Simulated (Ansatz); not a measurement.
# FeNi (Tetrataenite) (P4/mmm) in Ansatz: further runs

One crystal, FeNi (Tetrataenite), is run at these levels: PBEsol; tasks: single point.

All numbers are computed with Ansatz 0.2.0; they aren't measurements. Logs are shortened: lines on timing, memory, paths and dates and some standing lists are left out, and cuts for length are marked.

## Step 1: Starting point

Symmetry: P4/mmm, No. 123, tetragonal system. The conventional cell has a = 2.533 Å, b = 2.533 Å, c = 3.582 Å, α = 90.00°, β = 90.00°, γ = 90.00°. Around Ni (site symmetry 4/mmm) lie 8 Fe at 2.53 Å and 4 Ni at 2.53 Å. Around Fe (site symmetry 4/mmm) lie 8 Ni at 2.53 Å and 4 Fe at 2.53 Å.

## Step 2: Single point, PBEsol, collinear spin, ferrimagnetic start

input.yaml reads:

```yaml
crystal:
  lattice:
    - [2.533, 0.0, 0.0]
    - [0.0, 2.533, 0.0]
    - [0.0, 0.0, 3.582]
  atoms:
    - { symbol: Ni, position: [0.5, 0.5, 0.5], spin: 1.0 }
    - { symbol: Fe, position: [0.0, 0.0, 0.0], spin: -1.5 }
hamiltonian:
  xc: pbesol
  pseudopotentials: { kind: paw }
magnetization:
  spin_polarized: true
kpoints:
  mp_grid: { grid: [10, 10, 8] }
scf:
  occupations: { method: fermi_dirac, width: 0.05 }
output:
  forces: true
  stress: true
  eigenvalues: true
```

Potentials or basis: Ansatz PAW.

Run with:

```sh
ansatz run input.yaml --threads 2 --pin off --max-ram 5632MiB --backend cpu --events-out ev --progress --plain --runs-dir out
```

Output:

```text
Warning: RAYON_NUM_THREADS=2 ignored (pool sized by the plan → 2); use --threads N
Engine: ansatz 0.2.0, aarch64-unknown-linux-gnu
Pseudopotentials: kind: paw
Pseudopotential: Ni, paw, valence charge 18, recommended cutoff 420 eV (normal), Ni.paw.azcp
Pseudopotential: Fe, paw, valence charge 16, recommended cutoff 420 eV (normal), Fe.paw.azcp
Functional definition: PBEsol
  exchange = pbesol_x
  correlation = pbesol_c
Crystal: 2 atoms, lattice volume = 22.982 Å³
Basis set: ecut = 420 eV, 451 PW (Γ), exchange–correlation on 36×36×48 points (8 copies of the dense FFT grid, shifted against one another)
Bands: 23, of which v1, the nominal top of the filled ones, is band 17 counted from 1 (16 counted from 0)
Symmetry: 16 space group operations
Space group: P4/mmm (ITA 123), of the structure as read, at distance tolerance 2.8e-5 Å
Magnetic group: BNS 123.339 (UNI 999), of the structure as read, at distance tolerance 2.8e-5 Å
k-points: 105 of 800
Non-local potential: Ni, projectors of the file, l = 0: 3, l = 1: 2, l = 2: 3, l = 3: 1
Non-local potential: Fe, projectors of the file, l = 0: 3, l = 1: 2, l = 2: 3, l = 3: 1
PAW form: soft (Blöchl's): semilocal exchange-correlation on the pseudo side does not see the compensation charge
PAW frozen core: Ni, regenerated for the run's functional, and the local potential with it (the file was generated under x = pbe(κ = 0.804, μ = 0.2195149727645171), c = pbe(β = 0.06672455060314922))
PAW frozen core: Fe, regenerated for the run's functional, and the local potential with it (the file was generated under x = pbe(κ = 0.804, μ = 0.2195149727645171), c = pbe(β = 0.06672455060314922))
PAW one-centre angular grid: Ni, 590 points (default); XC on 64 Gauss nodes
PAW one-centre angular grid: Fe, 590 points (default); XC on 64 Gauss nodes
Initial density: superposition of atomic densities (chi_scale 0.1, normalization cell)
Starting moments: Σ|m| = 2.5 μB on 2 of 2 sites
Initial wavefunctions: pseudopotential atomic-orbital guess
Functional: x = pbesol(κ = 0.804, μ = 0.12345679012345678), c = pbesol(β = 0.046)
SCF iter   1: F=—  HF=-10253.992892 eV  |F-HF|=—  |Δ(HF+E_count)|=         —  Δρ=2.46e-1 (↑2.46e-1 ↓1.38e-1)  dr2=2.34e0  dr2_m=7.56e0  M=-2.873 μB ∫|m|=2.957 μB  β_m=0.30  ethr=3.10e-3  ⟨swp⟩=5.2  Hψ=18021  notcnv=0
Mixer restart at iter 1: flushing history
preconditioner: auto → none  [metal: Δε(μ)=0.012 eV  Ē_g=8.652 eV  σ=0.050 eV  W_gap=0.06  n_scr=6 (ndim 8)  ℏωp=32.9 eV  f_vac=0.000  D(μ)=3.05/eV (n_scr^D=36)  sad-step TF]
SCF iter   2: F=—  HF=-10253.108263 eV  |F-HF|=—  |Δ(HF+E_count)|=   8.85e-1  Δρ=1.64e-1 (↑1.64e-1 ↓1.59e-1)  dr2=2.47e-1  dr2_m=5.43e0  M=-3.308 μB ∫|m|=3.439 μB  β_m=0.65  ethr=3.10e-3  ⟨swp⟩=2.7  Hψ=9191  notcnv=0  defer=116
SCF iter   3: F=—  HF=-10254.933461 eV  |F-HF|=—  |Δ(HF+E_count)|=    1.83e0  Δρ=1.49e-1 (↑1.49e-1 ↓4.97e-2)  dr2=6.18e0  dr2_m=5.58e-1  M=-3.336 μB ∫|m|=3.538 μB  β_m=0.61  ethr=7.27e-4  ⟨swp⟩=4.0  Hψ=12437  notcnv=0  defer=117
SCF iter   4: F=—  HF=-10255.280728 eV  |F-HF|=—  |Δ(HF+E_count)|=   3.47e-1  Δρ=1.48e-1 (↑1.48e-1 ↓1.35e-1)  dr2=1.28e1  dr2_m=7.67e-1  M=-3.057 μB ∫|m|=3.272 μB  β_m=0.40  ethr=7.27e-4  ⟨swp⟩=4.0  Hψ=14002  notcnv=0  defer=138
SCF iter   5: F=—  HF=-10253.957684 eV  |F-HF|=—  |Δ(HF+E_count)|=    1.32e0  Δρ=4.79e-2 (↑4.79e-2 ↓3.14e-2)  dr2=9.37e-1  dr2_m=8.46e-2  M=-3.321 μB ∫|m|=3.573 μB  β_m=0.62  ethr=7.27e-4  ⟨swp⟩=3.0  Hψ=11932  notcnv=0  defer=181
SCF iter   6: F=—  HF=-10253.880222 eV  |F-HF|=—  |Δ(HF+E_count)|=   7.75e-2  Δρ=1.20e-2 (↑1.20e-2 ↓7.50e-3)  dr2=5.51e-2  dr2_m=2.45e-3  M=-3.324 μB ∫|m|=3.586 μB  β_m=0.81  ethr=7.27e-4  ⟨swp⟩=3.0  Hψ=9314  notcnv=0  defer=162
SCF iter   7: F=—  HF=-10253.882773 eV  |F-HF|=—  |Δ(HF+E_count)|=   2.55e-3  Δρ=1.98e-3 (↑1.67e-3 ↓1.98e-3)  dr2=2.04e-3  dr2_m=4.84e-5  M=-3.313 μB ∫|m|=3.578 μB  β_m=0.90  ethr=1.62e-4  ⟨swp⟩=2.2  Hψ=7351  notcnv=0  defer=155
SCF iter   8: F=—  HF=-10253.883792 eV  |F-HF|=—  |Δ(HF+E_count)|=   1.02e-3  Δρ=8.66e-4 (↑8.66e-4 ↓4.59e-4)  dr2=7.72e-5  dr2_m=7.08e-5  M=-3.310 μB ∫|m|=3.578 μB  β_m=0.86  ethr=6.00e-6  ⟨swp⟩=2.0  Hψ=7043  notcnv=0  defer=155
SCF iter   9: F=—  HF=-10253.883774 eV  |F-HF|=—  |Δ(HF+E_count)|=   1.82e-5  Δρ=2.32e-4 (↑1.97e-4 ↓2.32e-4)  dr2=2.04e-6  dr2_m=9.05e-6  M=-3.310 μB ∫|m|=3.578 μB  β_m=0.80  ethr=2.27e-7  ⟨swp⟩=2.0  Hψ=6479  notcnv=0  defer=155
SCF iter  10: F=—  HF=-10253.883772 eV  |F-HF|=—  |Δ(HF+E_count)|=   1.45e-6  Δρ=8.32e-5 (↑3.96e-5 ↓8.32e-5)  dr2=8.45e-7  dr2_m=6.00e-7  M=-3.310 μB ∫|m|=3.579 μB  β_m=0.84  ethr=5.99e-9  ⟨swp⟩=2.0  Hψ=7327  notcnv=0  defer=155
SCF iter  11: F=—  HF=-10253.883772 eV  |F-HF|=—  |Δ(HF+E_count)|=   8.10e-8  Δρ=2.01e-5 (↑2.01e-5 ↓1.71e-5)  dr2=1.87e-8  dr2_m=6.73e-8  M=-3.310 μB ∫|m|=3.579 μB  β_m=0.90  ethr=2.49e-9  ⟨swp⟩=2.0  Hψ=6522  notcnv=0  defer=155
SCF iter  12: F=-10253.883772 eV  HF=-10253.883772 eV  |F-HF|=1.40e-8  |Δ(HF+E_count)|=  2.20e-10  Δρ=7.18e-6 (↑7.18e-6 ↓3.18e-6)  dr2=1.65e-8  dr2_m=1.07e-9  M=-3.310 μB ∫|m|=3.579 μB  ethr=5.51e-11  ⟨swp⟩=5.3  Hψ=17139  notcnv=0
SCF 1 converged in 12 iterations: F = -10253.883772 eV  dr2 = 1.65e-8
the search or the solves at the SCF's close seem to have found levels that the self-consistency loop had missed (the run counts 1). By its estimate they hold under 1e-12 electrons; where the run keeps them, the occupations were computed again with them
SCF converged after 12 iterations
Magnetization: -3.3104 μB (15.3448 up, 18.6552 down)
Absolute magnetization: 3.5794 μB (∫|ρ↑−ρ↓|, with the PAW one-centre terms)
Spin contamination: 0.0770 ħ² per cell (⟨S²⟩ above its minimum at these occupations)
Per-site moments (μB) at R_I (Å): [(-0.6957295456582531, 1.0448329015251077), (-2.6908453844826075, 1.0448329015251077)]
Free energy (F): -10253.883772 eV
Harris-Foulkes:  -10253.883772 eV  (|F-HF|=1.40e-8)
Internal energy: -10253.874772 eV  (E = F + TS)
E sigma→0 (E₀):  -10253.879272 eV
Entropy (-TS):   -0.009001 eV (-4.500 meV/atom)
Fermi energy:    17.644359 eV
--- Per-component energies (eV) ---
  E_band       = -521.125904
  E_kinetic    = 630.369577
  E_local      = -5622.758103  (includes V_loc(G=0)·N_el)
  E_nonlocal   = 857.071253
  E_hartree    = 2347.134821
  E_xc         = -200.778569
  E_vxc        = -259.664258  (∫ρ·V_xc dr)
  E_paw        = -2929.825290  (= ΣΔE_a)
  E_vpaw       = -820.425948  (= ΣTr[D̂ρ^β])
  E_aug_tail   = 0.001232  (compensation charges beyond the density's cutoff)
  E_ewald      = -5335.466184
  E_core_change = 0.376491  (= ΣΔE_core)
  E_smearing   = -0.009001  (= −TS)
  E_closure    = 0.000000  (closes the sum)
  Σ components = -10253.883772   (vs F -10253.883772, Δ=0.00e0)
--- Forces (eV/Å), atoms counted from 1 ---
  atom   1  Ni     0.00000000    -0.00000000    -0.00000000
  atom   2  Fe    -0.00000000     0.00000000     0.00000000
  max |Σ_I F_I| component: 4.81e-29 eV/Å
--- Stress (GPa, compression-positive) ---
      -11.595710      -0.000000       0.000000
       -0.000000     -11.595710      -0.000000
        0.000000      -0.000000     -11.686940
  P = ⅓ Tr σ = -11.6261 GPa (-116.261 kbar)
--- Band table (eV; the first three rows and the last of 210) ---
  k-point 0 ↑: bands = ["-84.8339", "-67.4753", "-45.3945", "-45.3246", "-45.3246", "-33.7516", "-33.5674", "-33.5674", "8.8962", "13.7527", "14.4509", "16.3346", "16.3346", "16.7930", "17.2180", "18.0139", "19.3176", "19.3176", "19.6675", "20.0224", "27.6775", "32.0095", "32.0095"]
  k-point 1 ↑: bands = ["-84.8338", "-67.4753", "-45.3945", "-45.3246", "-45.3246", "-33.7526", "-33.5674", "-33.5674", "9.0958", "13.7326", "14.5148", "16.3792", "16.3792", "16.7111", "17.2270", "17.8510", "19.2092", "19.2092", "19.3739", "19.6561", "28.7704", "32.3407", "32.3407"]
  k-point 2 ↑: bands = ["-84.8338", "-67.4753", "-45.3946", "-45.3245", "-45.3245", "-33.7553", "-33.5675", "-33.5675", "9.6809", "13.5524", "14.6922", "16.4906", "16.4998", "16.4998", "17.2269", "17.2492", "18.4689", "18.9405", "18.9405", "19.6283", "31.2362", "33.2818", "33.2818"]
  k-point 104 ↓: bands = ["-85.7480", "-70.5205", "-46.3120", "-46.3120", "-46.2891", "-36.8157", "-36.7472", "-36.7472", "13.2507", "13.9556", "14.2176", "14.2176", "14.6404", "14.6404", "15.9464", "16.0481", "16.9434", "17.4510", "25.1358", "25.1358", "25.1601", "25.1601", "27.1560"]
```

Run time: 8.6 s. Hardware: 2 threads of Arm Neoverse V1, shared host; peak memory 0.41 GiB.

Results:

```yaml
Free_energy: -10253.8838 eV
Pressure: -11.6 GPa
Band_gap_on_the_k_mesh: none (metal or under the smearing width)
Net_moment: -3.31 μB per cell
Absolute_moment: 3.58 μB per cell
Site_moments: Ni -0.70; Fe -2.69 μB
```

Stress tensor (GPa, compression positive):
```
-11.60   0.00   0.00
  0.00 -11.60   0.00
  0.00   0.00 -11.69
```

Levels at points of the mesh, in eV from the Fermi level:
Spin up:
```
              k point  band 12  band 13  band 14  band 15  band 16  band 17  band 18  band 19  band 20  band 21
   (0.00, 0.00, 0.00)    -1.31    -1.31    -0.85    -0.43     0.37     1.67     1.67     2.02     2.38    10.03
  (0.00, 0.00, -0.50)    -1.58    -1.32    -0.93    -0.93    -0.36     0.28     0.88     0.88     1.94    18.59
  (0.00, -0.50, 0.00)    -2.13    -1.42    -1.15    -0.92    -0.72     0.78     1.22     1.46     3.44    11.72
 (0.00, -0.50, -0.50)    -1.48    -1.24    -0.52    -0.42    -0.23     0.54     1.42     1.63     1.84     6.57
 (-0.50, -0.50, 0.00)    -3.22     0.35     0.66     1.42     1.42     1.73     2.38     2.38     2.44     9.84
(-0.50, -0.50, -0.50)    -2.43    -1.52    -1.52    -0.75     0.35     1.20     2.44     8.08     8.08     8.20
```
Spin down:
```
              k point  band 17  band 18  band 19  band 20  band 21  band 22
   (0.00, 0.00, 0.00)    -0.69    -0.48    -0.48     2.22     8.98    14.12
  (0.00, 0.00, -0.50)    -1.62    -1.62    -1.14    -1.01    18.34    18.34
  (0.00, -0.50, 0.00)    -1.47    -1.43     0.64     1.18    11.15    11.17
 (0.00, -0.50, -0.50)    -0.63    -0.62    -0.45    -0.39     5.40     5.89
 (-0.50, -0.50, 0.00)    -0.48    -0.19     2.25     2.25     8.77     9.18
(-0.50, -0.50, -0.50)    -0.70    -0.19     7.49     7.49     7.52     7.52
```

Caveat: the PAW data sets come from PBE, with cores solved anew for the run's functional, which leaves a small shift of forces and pressure; the starting moments weren't kept.

## Step 3: Single point, PBEsol, collinear spin, random start

input.yaml: that of step 2 with these lines changed.

```diff
@@ -6,4 +6,4 @@
   atoms:
-    - { symbol: Ni, position: [0.5, 0.5, 0.5], spin: 1.0 }
-    - { symbol: Fe, position: [0.0, 0.0, 0.0], spin: -1.5 }
+    - { symbol: Ni, position: [0.5, 0.5, 0.5], spin: -0.38 }
+    - { symbol: Fe, position: [0.0, 0.0, 0.0], spin: -2.41 }
 hamiltonian:
```

Potentials or basis: Ansatz PAW.

Run with:

```sh
ansatz run input.yaml --threads 2 --pin off --max-ram 5632MiB --backend cpu --events-out ev --progress --plain --runs-dir out
```

Output:

```text
Warning: RAYON_NUM_THREADS=2 ignored (pool sized by the plan → 2); use --threads N
[... 7 set-up lines as earlier in the session ...]
Crystal: 2 atoms, lattice volume = 22.982 Å³
Basis set: ecut = 420 eV, 451 PW (Γ), exchange–correlation on 36×36×48 points (8 copies of the dense FFT grid, shifted against one another)
Bands: 23, of which v1, the nominal top of the filled ones, is band 17 counted from 1 (16 counted from 0)
[... 2 set-up lines as earlier in the session ...]
Magnetic group: BNS 123.339 (UNI 999), of the structure as read, at distance tolerance 2.8e-5 Å
k-points: 105 of 800
[... 8 set-up lines as earlier in the session ...]
Starting moments: Σ|m| = 2.79 μB on 2 of 2 sites
[... 2 set-up lines as earlier in the session ...]
SCF iter   1: F=—  HF=-10253.433433 eV  |F-HF|=—  |Δ(HF+E_count)|=         —  Δρ=1.24e-1 (↑1.24e-1 ↓2.74e-2)  dr2=2.18e0  dr2_m=9.20e-1  M=-3.271 μB ∫|m|=3.386 μB  β_m=0.30  ethr=3.10e-3  ⟨swp⟩=5.2  Hψ=17894  notcnv=0
Mixer restart at iter 1: flushing history
preconditioner: auto → none  [metal: Δε(μ)=0.008 eV  Ē_g=8.694 eV  σ=0.050 eV  W_gap=0.04  n_scr=6 (ndim 8)  ℏωp=32.9 eV  f_vac=0.000  D(μ)=1.41/eV (n_scr^D=14)  sad-step TF]
SCF iter   2: F=—  HF=-10252.699026 eV  |F-HF|=—  |Δ(HF+E_count)|=   7.34e-1  Δρ=6.53e-2 (↑6.53e-2 ↓5.03e-2)  dr2=2.63e-1  dr2_m=6.31e-1  M=-3.391 μB ∫|m|=3.541 μB  β_m=0.42  ethr=3.10e-3  ⟨swp⟩=2.7  Hψ=9039  notcnv=0  defer=143
SCF iter   3: F=—  HF=-10253.349915 eV  |F-HF|=—  |Δ(HF+E_count)|=   6.51e-1  Δρ=4.30e-2 (↑4.21e-2 ↓4.30e-2)  dr2=3.67e-1  dr2_m=2.84e-1  M=-3.414 μB ∫|m|=3.603 μB  β_m=0.51  ethr=7.74e-4  ⟨swp⟩=3.0  Hψ=8968  notcnv=0  defer=145
SCF iter   4: F=—  HF=-10253.740463 eV  |F-HF|=—  |Δ(HF+E_count)|=   3.91e-1  Δρ=4.76e-2 (↑4.76e-2 ↓3.22e-2)  dr2=1.15e0  dr2_m=3.07e-2  M=-3.333 μB ∫|m|=3.547 μB  β_m=0.42  ethr=7.74e-4  ⟨swp⟩=3.0  Hψ=10872  notcnv=0  defer=140
SCF iter   5: F=—  HF=-10253.841472 eV  |F-HF|=—  |Δ(HF+E_count)|=   1.01e-1  Δρ=8.06e-3 (↑8.06e-3 ↓7.82e-3)  dr2=3.03e-2  dr2_m=3.75e-3  M=-3.336 μB ∫|m|=3.585 μB  β_m=0.71  ethr=7.74e-4  ⟨swp⟩=3.0  Hψ=9184  notcnv=0  defer=152
SCF iter   6: F=—  HF=-10253.883492 eV  |F-HF|=—  |Δ(HF+E_count)|=   4.20e-2  Δρ=1.75e-3 (↑5.73e-4 ↓1.75e-3)  dr2=3.18e-4  dr2_m=2.29e-4  M=-3.311 μB ∫|m|=3.578 μB  β_m=0.70  ethr=8.91e-5  ⟨swp⟩=2.3  Hψ=8199  notcnv=0  defer=152
SCF iter   7: F=—  HF=-10253.883767 eV  |F-HF|=—  |Δ(HF+E_count)|=   2.75e-4  Δρ=6.22e-4 (↑6.22e-4 ↓3.73e-4)  dr2=9.12e-5  dr2_m=9.33e-6  M=-3.310 μB ∫|m|=3.578 μB  β_m=0.80  ethr=9.36e-7  ⟨swp⟩=2.0  Hψ=8587  notcnv=0  defer=151
SCF iter   8: F=—  HF=-10253.883773 eV  |F-HF|=—  |Δ(HF+E_count)|=   5.66e-6  Δρ=3.00e-4 (↑3.00e-4 ↓2.18e-4)  dr2=2.98e-5  dr2_m=6.57e-6  M=-3.310 μB ∫|m|=3.579 μB  β_m=0.87  ethr=2.68e-7  ⟨swp⟩=2.0  Hψ=6483  notcnv=0  defer=151
SCF iter   9: F=—  HF=-10253.883771 eV  |F-HF|=—  |Δ(HF+E_count)|=   1.77e-6  Δρ=1.78e-4 (↑1.78e-4 ↓7.11e-5)  dr2=9.48e-6  dr2_m=8.93e-7  M=-3.311 μB ∫|m|=3.579 μB  β_m=0.93  ethr=8.75e-8  ⟨swp⟩=1.8  Hψ=5444  notcnv=0  defer=151
SCF iter  10: F=—  HF=-10253.883772 eV  |F-HF|=—  |Δ(HF+E_count)|=   1.14e-6  Δρ=1.92e-5 (↑1.92e-5 ↓1.86e-5)  dr2=1.97e-7  dr2_m=5.13e-9  M=-3.310 μB ∫|m|=3.579 μB  β_m=0.90  ethr=2.79e-8  ⟨swp⟩=2.0  Hψ=6314  notcnv=0  defer=151
SCF iter  11: F=—  HF=-10253.883772 eV  |F-HF|=—  |Δ(HF+E_count)|=   1.18e-8  Δρ=2.50e-6 (↑2.50e-6 ↓2.36e-6)  dr2=3.45e-9  dr2_m=3.19e-10  M=-3.310 μB ∫|m|=3.579 μB  β_m=0.87  ethr=5.80e-10  ⟨swp⟩=2.1  Hψ=6797  notcnv=0  defer=151
SCF iter  12: F=-10253.883772 eV  HF=-10253.883772 eV  |F-HF|=1.00e-8  |Δ(HF+E_count)|=  7.60e-10  Δρ=5.58e-6 (↑5.58e-6 ↓1.85e-6)  dr2=1.06e-8  dr2_m=7.65e-10  M=-3.310 μB ∫|m|=3.579 μB  ethr=1.01e-11  ⟨swp⟩=4.3  Hψ=16252  notcnv=0
SCF 1 converged in 12 iterations: F = -10253.883772 eV  dr2 = 1.06e-8
SCF converged after 12 iterations
Magnetization: -3.3104 μB (15.3448 up, 18.6552 down)
Absolute magnetization: 3.5794 μB (∫|ρ↑−ρ↓|, with the PAW one-centre terms)
Spin contamination: 0.0770 ħ² per cell (⟨S²⟩ above its minimum at these occupations)
Per-site moments (μB) at R_I (Å): [(-0.6957108258509395, 1.0448329015251077), (-2.6908668012599404, 1.0448329015251077)]
Free energy (F): -10253.883772 eV
Harris-Foulkes:  -10253.883772 eV  (|F-HF|=1.00e-8)
Internal energy: -10253.874772 eV  (E = F + TS)
E sigma→0 (E₀):  -10253.879272 eV
Entropy (-TS):   -0.009000 eV (-4.500 meV/atom)
Fermi energy:    17.644302 eV
--- Per-component energies (eV) ---
  E_band       = -521.128422
  E_kinetic    = 630.369111
  E_local      = -5622.771873  (includes V_loc(G=0)·N_el)
  E_nonlocal   = 857.075401
  E_hartree    = 2347.146058
  E_xc         = -200.778104
  E_vxc        = -259.663646  (∫ρ·V_xc dr)
  E_paw        = -2929.826904  (= ΣΔE_a)
  E_vpaw       = -820.426619  (= ΣTr[D̂ρ^β])
  E_aug_tail   = 0.001232  (compensation charges beyond the density's cutoff)
  E_ewald      = -5335.466184
  E_core_change = 0.376491  (= ΣΔE_core)
  E_smearing   = -0.009000  (= −TS)
  E_closure    = 0.000000  (closes the sum)
  Σ components = -10253.883772   (vs F -10253.883772, Δ=0.00e0)
--- Forces (eV/Å), atoms counted from 1 ---
  atom   1  Ni     0.00000000    -0.00000000    -0.00000000
  atom   2  Fe    -0.00000000     0.00000000     0.00000000
  max |Σ_I F_I| component: 1.04e-28 eV/Å
--- Stress (GPa, compression-positive) ---
      -11.594508      -0.000000       0.000000
       -0.000000     -11.594508      -0.000000
        0.000000      -0.000000     -11.685672
  P = ⅓ Tr σ = -11.6249 GPa (-116.249 kbar)
--- Band table (eV; the first three rows and the last of 210) ---
  k-point 0 ↑: bands = ["-84.8340", "-67.4753", "-45.3946", "-45.3247", "-45.3247", "-33.7516", "-33.5674", "-33.5674", "8.8962", "13.7527", "14.4509", "16.3345", "16.3345", "16.7930", "17.2179", "18.0139", "19.3175", "19.3175", "19.6674", "20.0224", "27.6775", "32.0095", "32.0095"]
  k-point 1 ↑: bands = ["-84.8340", "-67.4753", "-45.3946", "-45.3247", "-45.3247", "-33.7527", "-33.5675", "-33.5675", "9.0958", "13.7325", "14.5148", "16.3791", "16.3791", "16.7111", "17.2269", "17.8509", "19.2091", "19.2091", "19.3739", "19.6560", "28.7704", "32.3407", "32.3407"]
  k-point 2 ↑: bands = ["-84.8339", "-67.4753", "-45.3947", "-45.3246", "-45.3246", "-33.7553", "-33.5675", "-33.5675", "9.6809", "13.5524", "14.6921", "16.4906", "16.4997", "16.4997", "17.2269", "17.2491", "18.4689", "18.9404", "18.9404", "19.6283", "31.2362", "33.2818", "33.2818"]
  k-point 104 ↓: bands = ["-85.7482", "-70.5206", "-46.3122", "-46.3122", "-46.2893", "-36.8157", "-36.7473", "-36.7473", "13.2507", "13.9555", "14.2176", "14.2176", "14.6403", "14.6403", "15.9463", "16.0480", "16.9432", "17.4509", "25.1357", "25.1357", "25.1601", "25.1601", "27.1560"]
```

It took 7.2 s on 2 threads of Arm Neoverse V1, shared host; peak memory 0.4 GiB.

Results:

```
Free energy            : -10253.8838 eV
Pressure               : -11.6 GPa
Band gap on the k mesh : none (metal or under the smearing width)
Net moment             : -3.31 μB per cell
Absolute moment        : 3.58 μB per cell
Site moments           : Ni -0.70; Fe -2.69 μB
```

Caveat: the PAW data sets come from PBE, with cores solved anew for the run's functional, which leaves a small shift of forces and pressure.
